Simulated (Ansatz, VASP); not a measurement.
# Al26N27 (V_Al): VASP beside Ansatz

Wanted: the spread between two codes on one cell, functional and k mesh. The cell is taken from a series of runs on this material, whose earlier steps may have relaxed, scaled, displaced or heated it; both programs get it as it stands.

Method: plane waves, with VASP 6.6.1 beside it; single point at r2SCAN, in Ansatz 0.2.0.

### 1. Set-up

The cell holds 53 atoms: 26 Al and 27 N. Cell: a = 8.991 Å, b = 8.991 Å, c = 8.991 Å, α = 60.0°, β = 60.0°, γ = 60.0°. It derives from AlN (AlN (F-43m)). Nearest the centre at fractional (0.333, 0.667, 0.667): N35 at 1.99 Å, N43 at 2.00 Å, N44 at 2.01 Å, N41 at 2.01 Å, Al3 at 3.01 Å, Al7 at 3.01 Å, Al16 at 3.01 Å, Al12 at 3.01 Å.

Structure file:

```
Al N
1.0
     0.00000    6.35756    6.35756
     6.35756    0.00000    6.35756
     6.35756    6.35756    0.00000
Al N
26 27
Direct
  0.00006 0.00053 0.99918
  0.00015 0.00047 0.33189
  0.00295 0.00506 0.66186
  0.99998 0.33327 0.99914
  0.00045 0.33393 0.33211
  0.00054 0.33388 0.66517
  0.00113 0.66398 0.00408
  0.00049 0.66687 0.33220
  0.00110 0.66404 0.66258
  0.33251 0.99979 0.99957
  0.33015 0.00495 0.33478
  0.33048 0.00533 0.66232
  0.32988 0.33461 0.00548
  0.33345 0.33386 0.33227
  0.33036 0.33390 0.66210
  0.33065 0.66399 0.00438
  0.33082 0.66398 0.33288
  0.66794 0.99982 0.99978
  0.66739 0.00050 0.33193
  0.66775 0.99982 0.66433
  0.66741 0.33329 0.99917
  0.66746 0.33323 0.33175
  0.67371 0.33470 0.66163
  0.66728 0.66603 0.99911
  0.67231 0.66394 0.33298
  0.67263 0.66400 0.66245
  0.08385 0.08383 0.08239
  0.08327 0.08503 0.41501
  0.08345 0.08492 0.74915
  0.08338 0.41666 0.08313
  0.08391 0.41724 0.41564
  0.08356 0.41657 0.74918
  0.08341 0.75057 0.08316
  0.08348 0.75056 0.41525
  0.06249 0.75727 0.75625
  0.41754 0.08274 0.08285
  0.41737 0.08489 0.41525
  0.41764 0.08278 0.74943
  0.41740 0.41662 0.08321
  0.41747 0.41649 0.41530
  0.42543 0.39258 0.75717
  0.41727 0.75025 0.08247
  0.42447 0.75714 0.39438
  0.42515 0.75787 0.75692
  0.75056 0.08384 0.08243
  0.75064 0.08379 0.41568
  0.75104 0.08276 0.74939
  0.75059 0.41703 0.08239
  0.75143 0.41661 0.41515
  0.75149 0.41661 0.74919
  0.75049 0.75034 0.08235
  0.75142 0.75053 0.41521
  0.75069 0.75026 0.74910
```

### 2. Ansatz: single point, r2SCAN

Ansatz runs on its PAW soft_1 files.

With cell and atoms fixed, the geometry can't cause a difference; cores, projectors, grids and the points listed under the comparison can.

The input, input.yaml:

```yaml
crystal:
  checkpoint: "../qp1_M2.relax.run"
  host: checkpoint
basis:
  ecutwfc: 500
  xc_grid: 2
hamiltonian:
  xc: r2scan
  pseudopotentials: { kind: paw, azcp: { folder: soft_1 } }
kpoints:
  mp_grid: { grid: [2, 2, 2], shift: [0.5, 0.5, 0.5] }
scf:
  occupations: { method: fermi_dirac, width: 0.01 }
  max_iter: 60
output:
  forces: true
  eigenvalues: true
  charged_corrections: { defect_position: [0.333333, 0.666667, 0.666667] }
checkpoint:
  read: "../qp1_M2.relax.run"
  write: "../qp1_M2.point_neutral.run"
  compress: false
  write_wavefunctions: false
  write_every: 100000
magnetization:
  spin_polarized: true
  initial_magnetization: 1
  spin_locking: { lock_magnetization: hard }
```

Launch:

```bash
ansatz run input.yaml --threads 8 --pin off --max-ram 15073MiB --backend cpu --events-out ev --progress --plain --runs-dir out
```

Numbers of over 12 decimals in the logs are rounded to 6 here.

Log:

```text
Warning: This run holds its total moment fixed (magnetization.spin_locking.lock_magnetization: hard) and mixes its density by anderson or broyden (scf.mixing.algorithm, typed or taken by auto). Slabs with a fixed moment have converged under broyden above another state at the same moment, at the default mixing steps and at smaller ones, and under scf.lower_state_search: standard, light or off a state that such a mixer [...]
checkpoint.read: neither the saved density nor the saved orbitals are used: the state is of another total charge, and does not settle where this run's electrons and spins go. The run starts from its atoms. Which states do: the manual's quickstart, A charge series.
crystal.checkpoint: the structure is that of <dir>, a `relax` run, at its step 7: its result, under r2scan at a charge of 1 e; 53 atoms read, 4 with a starting moment; this deck's charge is 0 e; this run starts in the magnetic order that was found there; no density is read with it (checkpoint.read); crystal.structure_sha256 for this input is
Engine: ansatz 0.2.0, aarch64-unknown-linux-gnu
Pseudopotentials: kind: paw
Pseudopotential: Al, paw, valence charge 3, recommended cutoff 500 eV (meta_gga), soft_1/Al.paw.azcp
Pseudopotential: N, paw, valence charge 5, recommended cutoff 500 eV (meta_gga), soft_1/N.paw.azcp
Functional definition: r2SCAN
  parameter k0 = 0.174
  parameter k1 = 0.065
  parameter a1 = 4.9479
  exchange = r2scan_x(k0 = k0, k1 = k1, a1 = a1)
  correlation = r2scan_c
Crystal: 53 atoms, lattice volume = 513.928 Å³
Basis set: ecut = 500 eV, 13107 PW (Γ), exchange–correlation on 144×144×144 points (8 copies of the dense FFT grid, shifted against one another)
Bands: 160, of which v1, the nominal top of the filled ones, is band 107 counted from 1 (106 counted from 0)
Symmetry: 1 space group operations
Space group: P1 (ITA 1), of the structure as read, at distance tolerance 8.0e-5 Å
Magnetic group: BNS 1.1 (UNI 1), of the structure as read, at distance tolerance 8.0e-5 Å
k-points: 4 of 8 (time reversal used)
Non-local potential: Al, projectors of the file, l = 0: 2, l = 1: 2, l = 2: 1
Non-local potential: N, projectors of the file, l = 0: 2, l = 1: 2, l = 2: 1
PAW form: soft (Blöchl's): semilocal exchange-correlation on the pseudo side does not see the compensation charge
PAW frozen core: Al, regenerated for the run's functional (the file was generated under x = pbe(κ = 0.804, μ = 0.219515), c = pbe(β = 0.066725))
PAW frozen core: N, regenerated for the run's functional (the file was generated under x = pbe(κ = 0.804, μ = 0.219515), c = pbe(β = 0.066725))
PAW one-centre angular grid: Al, 302 points (default); XC on 160 Gauss nodes
PAW one-centre angular grid: N, 302 points (default); XC on 160 Gauss nodes
Initial density: superposition of atomic densities (chi_scale 0.1, normalization cell, long waves kept (reshape's long-wave potential 0.11 eV rms))
Starting moments: Σ|m| = 1.94144 μB on 4 of 53 sites
Initial wavefunctions: pseudopotential atomic-orbital guess
Functional: x = r2scan, c = r2scan; τ floored in thin density (d = 2e-4 eV/Å³)
SCF iter   1: F=—  HF=-24543.787105 eV  |F-HF|=—  |Δ(HF+E_count)|=         —  Δρ=7.52e-2 (↑7.51e-2 ↓7.52e-2)  dr2=1.31e2  dr2_τ=4.11e0  dr2_m=4.94e-1  M=1.000 μB ∫|m|=2.485 μB  β_m=1.00  ethr=3.10e-3  ⟨swp⟩=6.0  Hψ=5654  notcnv=0  defer=203
preconditioner: auto → Resta (q_TF=auto, 2.356 Å⁻¹)  ε∞=3.3  [insulator: Δε(μ)=0.139 eV  Ē_g=15.835 eV  σ=0.010 eV  W_gap=1.00  n_scr=112 (ndim 8)  ℏωp=23.9 eV  f_vac=0.000  D(μ)=0.07/eV (n_scr^D=0)  ε∞_Penn≈3.3]
spin=Collinear: Resta preconditioning applied to the charge; magnetization (m = ρ↑ − ρ↓) channel mixes plain (no charge-response kernel on spin).
SCF iter   2: F=—  HF=-24518.571954 eV  |F-HF|=—  |Δ(HF+E_count)|=    2.52e1  Δρ=3.97e-2 (↑3.97e-2 ↓3.96e-2)  dr2=3.73e1  dr2_τ=3.01e-1  dr2_m=6.98e-2  M=1.000 μB ∫|m|=2.895 μB  β_m=1.00  ethr=3.10e-3  ⟨swp⟩=3.0  Hψ=2414  notcnv=0  defer=382  κ⁻¹=1.0e0(r=1)
spin-set hold released at iteration 2 (site moments show no strong build): the magnetisation degrees of freedom join the quasi-Newton model from the next iteration; the mixer history was kept
SCF iter   3: F=—  HF=-24512.802729 eV  |F-HF|=—  |Δ(HF+E_count)|=    5.77e0  Δρ=1.82e-2 (↑1.82e-2 ↓1.82e-2)  dr2=3.41e0  dr2_τ=2.21e-1  dr2_m=2.42e-3  M=1.000 μB ∫|m|=2.984 μB  β_m=1.20  ethr=3.10e-3  ⟨swp⟩=3.0  Hψ=2335  notcnv=0  defer=388  κ⁻¹=4.7e-2(r=2)
[...]
atom   3  Al     0.04676839     0.26294507     0.04379168
  atom   4  N      0.06935584    -0.32783862     0.07237722
  atom   5  Al    -0.31765477     0.43845669    -0.82835516
  atom   6  N      0.24673932    -0.17428624     0.07644817
  atom   7  Al     0.03631910     0.05788530     0.22079098
  atom   8  N      0.05067552     0.04154667    -0.27790456
  atom   9  Al    -0.03738325     0.00601678    -0.04655521
  atom  10  N     -0.04532773    -0.04939629    -0.04336635
  atom  11  Al     0.08747470     0.13483983    -0.05693188
  atom  12  N     -0.13294078    -0.13219942    -0.26338757
  atom  13  Al    -0.33831884    -0.64885016     0.52902514
  atom  14  N      0.24077072     0.08777578    -0.18531702
  atom  15  Al     0.13657888    -0.06015602     0.13115978
  atom  16  N     -0.17260653    -0.31369521    -0.17070755
  atom  17  Al     0.66153572     0.46653118     0.54229810
  atom  18  N     -0.16398138     0.09423735     0.20647132
  atom  19  Al    -0.09634005     0.24948139     0.29398746
  atom  20  N      0.24091125    -0.23382324     0.12861040
  atom  21  Al    -0.82816898     0.43259411    -0.32120456
  atom  22  N      0.08079943    -0.17176458     0.24487390
  atom  23  Al    -0.45587873     0.90511562    -0.44880923
  atom  24  N      0.19999048    -0.28821344     0.19566737
  atom  25  Al    -0.52849663    -0.06842318     0.18517016
  atom  26  N      0.05622999     0.19520351    -0.14468331
[...]
atom  46  Al     0.18203252    -0.06046711    -0.53455205
  atom  47  N     -0.14533730     0.18785482     0.05708534
  atom  48  Al     0.23200903    -0.12139974     0.23008339
  atom  49  N     -0.08438297     0.20310719    -0.08012943
  atom  50  Al     0.52775516    -0.65181878    -0.34273212
  atom  51  N     -0.18305283     0.08935109     0.24240018
  atom  52  Al     0.76737931    -0.52284681    -0.45377755
  atom  53  N     -0.22879617     0.04509327    -0.01409086
  max |Σ_I F_I| component: 1.41e-2 eV/Å
--- Band table (eV; the first three rows and the last of 8) ---
  k-point 0 ↑: bands = [... 103 lower, 7.0902, 7.1321, 7.4420, 7.5980, 9.2591, 12.6585, 12.7291, 12.7309, ... 49 higher]
  k-point 1 ↑: bands = [... 103 lower, 7.0031, 7.0661, 7.1746, 7.5723, 9.1547, 11.9284, 12.9014, 12.9429, ... 49 higher]
  k-point 2 ↑: bands = [... 103 lower, 6.9821, 7.1280, 7.4181, 7.5499, 8.9918, 11.9334, 12.9266, 12.9430, ... 49 higher]
  k-point 3 ↓: bands = [... 103 lower, 7.1057, 7.2447, 8.3254, 8.9609, 9.4139, 11.9371, 12.9352, 12.9451, ... 49 higher]
```

Reading the cycles: dr2 is the Hartree energy of the density residual (eV), the measure of convergence; HF is the Harris–Foulkes estimate of the energy, which meets the free energy F at convergence.

### 3. VASP: single point, r2SCAN

The same cell, functional, mesh and smearing now go to VASP, with its own data sets.

Lines of VASP's logs that name or quote its potential files are left out, and so is its time.

The input, INCAR:

```
SYSTEM = Al26N27
PREC = Accurate
ENCUT = 580
EDIFF = 1E-06
NELM = 200
ISMEAR = -1
SIGMA = 0.01
LREAL = Auto
ALGO = Normal
METAGGA = R2SCAN
LASPH = .TRUE.
NBANDS = 144
ISPIN = 2
MAGMOM = 0 0 -0 -0 -0 -0 -0 -0 -0 -0 -0 -0 0 -0 0 0 -0 -0 0 -0 -0 -0 0 -0 -0 0 0 -0 -0 -0 -0 -0 -0 -0 0.41 -0.01 -0 -0.02 -0 -0 -0.54 0.05 0.41 0.38 -0 0 -0.01 -0 -0 -0 0.05 -0 0.05
LORBIT = 11
LWAVE = .FALSE.
LCHARG = .FALSE.
ISIF = 2
ISYM = 0
NUPDOWN = 1
GGA_COMPAT = .FALSE.
LMIXTAU = .TRUE.
KPAR = 4
```

The input, POSCAR:

```
Al26N27
1.0
    0.0000000000      6.3575641672      6.3575641672
    6.3575641672      0.0000000000      6.3575641672
    6.3575641672      6.3575641672      0.0000000000
Al N
26 27
Direct
    0.0000561967      0.0005250393      0.9991846177
    0.0001458280      0.0004650560      0.3318929604
    0.0029507294      0.0050623677      0.6618637029
    0.9999793878      0.3332670951      0.9991445313
    0.0004527562      0.3339263468      0.3321121594
    0.0005402664      0.3338821535      0.6651686341
    0.0011310047      0.6639765992      0.0040772154
    0.0004851430      0.6668749761      0.3322019831
    0.0011028515      0.6640364325      0.6625823836
    0.3325090208      0.9997858699      0.9995705635
    0.3301516748      0.0049502553      0.3347767726
    0.3304778846      0.0053288866      0.6623153468
    0.3298830388      0.3346094278      0.0054823738
    0.3334500209      0.3338620540      0.3322651944
    0.3303585274      0.3338958342      0.6620955713
    0.3306453227      0.6639890189      0.0043789883
    0.3308233209      0.6639817466      0.3328804791
    0.6679379764      0.9998190460      0.9997764930
    0.6673919541      0.0004952528      0.3319310158
    0.6677501015      0.9998225910      0.6643314377
    0.6674148335      0.3332878039      0.9991699922
    0.6674610857      0.3332349708      0.3317539706
    0.6737148680      0.3346978060      0.6616272492
    0.6672833878      0.6660252364      0.9991064485
    0.6723112971      0.6639446542      0.3329765191
    0.6726327668      0.6640005835      0.6624456175
    0.0838490534      0.0838289933      0.0823866656
    0.0832657832      0.0850253880      0.4150102887
    0.0834503224      0.0849221017      0.7491510267
    0.0833760011      0.4166559159      0.0831318433
    0.0839092089      0.4172448590      0.4156425707
    0.0835599419      0.4165677730      0.7491799038
    0.0834107123      0.7505697731      0.0831579521
    0.0834799015      0.7505562363      0.4152498031
    0.0624908925      0.7572727811      0.7562501590
    0.4175442792      0.0827351050      0.0828479023
    0.4173746162      0.0848875770      0.4152465061
    0.4176438881      0.0827838680      0.7494270815
    0.4174004539      0.4166170125      0.0832052235
    0.4174650210      0.4164933672      0.4152997923
    0.4254292982      0.3925827184      0.7571688743
    0.4172655484      0.7502486137      0.0824742377
    0.4244744517      0.7571419227      0.3943763003
    0.4251529411      0.7578715026      0.7569185538
    0.7505579128      0.0838426438      0.0824328253
    0.7506391523      0.0837912571      0.4156778983
    0.7510448967      0.0827605401      0.7493932122
    0.7505854144      0.4170310999      0.0823913459
    0.7514276802      0.4166099776      0.4151507701
    0.7514948518      0.4166104895      0.7491938789
    0.7504894319      0.7503435366      0.0823513292
    0.7514213677      0.7505339714      0.4152103120
    0.7506905715      0.7502564185      0.7491030668
```

The input, KPOINTS:

```
Points of the shifted mesh
8
Reciprocal
 0.2500000000  0.2500000000  0.2500000000 1
 0.2500000000  0.2500000000  0.7500000000 1
 0.2500000000  0.7500000000  0.2500000000 1
 0.2500000000  0.7500000000  0.7500000000 1
 0.7500000000  0.2500000000  0.2500000000 1
 0.7500000000  0.2500000000  0.7500000000 1
 0.7500000000  0.7500000000  0.2500000000 1
 0.7500000000  0.7500000000  0.7500000000 1
```

PAW data sets: Al and N (PBE family, release 64).

Launch:

```bash
mpirun -np 8 vasp_std
```

Log:

```text
[banner, memory and clock lines left out]
running    8 mpi-ranks, on    1 nodes
[...]
|                                                                             |
|           W    W    AA    RRRRR   N    N  II  N    N   GGGG   !!!           |
|           W    W   A  A   R    R  NN   N  II  NN   N  G    G  !!!           |
|           W    W  A    A  R    R  N N  N  II  N N  N  G       !!!           |
|           W WW W  AAAAAA  RRRRR   N  N N  II  N  N N  G  GGG   !            |
|           WW  WW  A    A  R   R   N   NN  II  N   NN  G    G                |
|           W    W  A    A  R    R  N    N  II  N    N   GGGG   !!!           |
|                                                                             |
|     For optimal performance we recommend to set                             |
|       NCORE = 2 up to number-of-cores-per-socket                            |
|     NCORE specifies how many cores store one orbital (NPAR=cpu/NCORE).      |
|     This setting can greatly improve the performance of VASP for DFT.       |
[...]
|                                                                             |
|     You enforced a specific xc type in the INCAR file but a different       |
|     [... a line on the potential file left out ...]
|     I HOPE YOU KNOW WHAT YOU ARE DOING!                                     |
|                                                                             |

 LDA part: xc-table for (None), standard interpolation
 POSCAR, INCAR and KPOINTS ok, starting setup
[...]
entering main loop
       N       E                     dE             d eps       ncg     rms          rms(c)
DAV:   1     0.895305520622E+03    0.89531E+03   -0.11164E+05  4608   0.152E+03
DAV:   2    -0.509113636451E+03   -0.14044E+04   -0.13440E+04  5712   0.313E+02
DAV:   3    -0.611650930837E+03   -0.10254E+03   -0.10148E+03  5456   0.924E+01
DAV:   4    -0.613178629237E+03   -0.15277E+01   -0.15238E+01  5376   0.117E+01
[...]
DAV:  20    -0.497923931399E+03   -0.51387E-05   -0.16367E-06  3528   0.477E-03    0.441E-03
DAV:  21    -0.497923936186E+03   -0.47867E-05   -0.16995E-06  3232   0.486E-03    0.236E-03
DAV:  22    -0.497923935488E+03    0.69786E-06   -0.64007E-07  2688   0.234E-03
   1 F= -.49792394E+03 E0= -.49792394E+03  d E =-.193737E-11  mag=     1.0000
```

Parts of OUTCAR (step 3):

```text
  FREE ENERGIE OF THE ION-ELECTRON SYSTEM (eV)
  ---------------------------------------------------
  free  energy   TOTEN  =      -497.9239354877 eV

  energy  without entropy=     -497.9239354877  energy(sigma->0) =     -497.92393549

 magnetization (x)
# of ion       s       p       d       tot
------------------------------------------
    1       -0.000   0.000   0.000   0.000
    2       -0.000   0.000   0.000   0.000
    3       -0.002  -0.005   0.000  -0.007
    4        0.000  -0.000   0.000  -0.000
    5       -0.000  -0.000   0.000  -0.000
    6       -0.000  -0.000   0.000  -0.000
    7       -0.002  -0.002   0.000  -0.003
    8       -0.000  -0.000   0.000  -0.001
    9       -0.002  -0.002   0.000  -0.004
   10       -0.000  -0.000   0.000  -0.000
   11       -0.002  -0.005   0.000  -0.007
   12       -0.002  -0.005   0.000  -0.007
   13        0.003   0.006   0.000   0.008
[...]
--------------------------------------------------
tot          0.027   0.698   0.000   0.725
```

The run ends at a pressure of 23.44 GPa, with forces up to 1.1 eV/Å.

### 4. Comparison

Known differences besides the potentials themselves: VASP starts from the moments at which Ansatz ended; VASP keeps PBE cores, Ansatz makes them for the functional; the cutoff is 500 eV in Ansatz and 580 eV in VASP (PREC = Accurate, projectors in real space); site moments are counted in spheres of each program's own size. Total energies have different zeros and are not compared.

Compared:

| quantity | Ansatz | VASP | difference |
| --- | --- | --- | --- |
| total moment, fixed by the input (μB) | 1.00 | 1.00 | 0.00 |
| moment on N41 (μB) | -0.54 | -0.54 | -0.01 |
| moment on N35 (μB) | 0.41 | 0.41 | 0.00 |
| moment on N43 (μB) | 0.41 | 0.41 | 0.00 |
| moment on N44 (μB) | 0.38 | 0.38 | 0.00 |
| moment on N53 (μB) | 0.05 | 0.05 | 0.00 |
| moment on N42 (μB) | 0.05 | 0.05 | 0.00 |

Forces on 9 of the 53 atoms, those with the largest forces and the largest differences (eV/Å; atoms numbered as in POSCAR):

| atom | Ansatz x, y, z | VASP x, y, z |
| --- | --- | --- |
| Al3 | -0.318, 0.438, -0.828 | -0.311, 0.440, -0.830 |
| Al9 | 0.662, 0.467, 0.542 | 0.663, 0.463, 0.534 |
| Al11 | -0.828, 0.433, -0.321 | -0.829, 0.428, -0.316 |
| Al12 | -0.456, 0.905, -0.449 | -0.450, 0.908, -0.450 |
| Al15 | 0.220, 0.504, 0.219 | 0.215, 0.506, 0.206 |
| Al16 | -0.452, -0.523, 0.767 | -0.448, -0.521, 0.769 |
| Al17 | 0.544, 0.469, 0.661 | 0.536, 0.460, 0.659 |
| Al23 | 0.182, -0.060, -0.535 | 0.179, -0.048, -0.538 |
| Al26 | 0.767, -0.523, -0.454 | 0.773, -0.515, -0.451 |

The forces differ by 3.5 meV/Å r.m.s., which is 1.2 % of the r.m.s. force of 0.285 eV/Å (both taken over all components).

### 5. Outcome

- r.m.s. force difference (single point, r2SCAN): 1.2 % of the r.m.s. force

In words: The r.m.s. force difference is 1.2 % of the r.m.s. force (single point, r2SCAN), within the 3 % picked in this series as the mark of a large difference. Such differences can come from data sets, numerical settings and the points named under the comparisons, not from the functional's error against experiment.

[Lines on the potential files, build, host, timing and source positions are cut from VASP's logs without a mark.]

[Logs are printed without paths, hosts, clocks, repeated set-up lines and the standing remarks that a program may print on its own settings, such as how far it seeks lower states.]

[Hosts, paths, dates, database ids (printed as entryN), source tags and the programs' standing remarks are cut or masked in the printed files.]
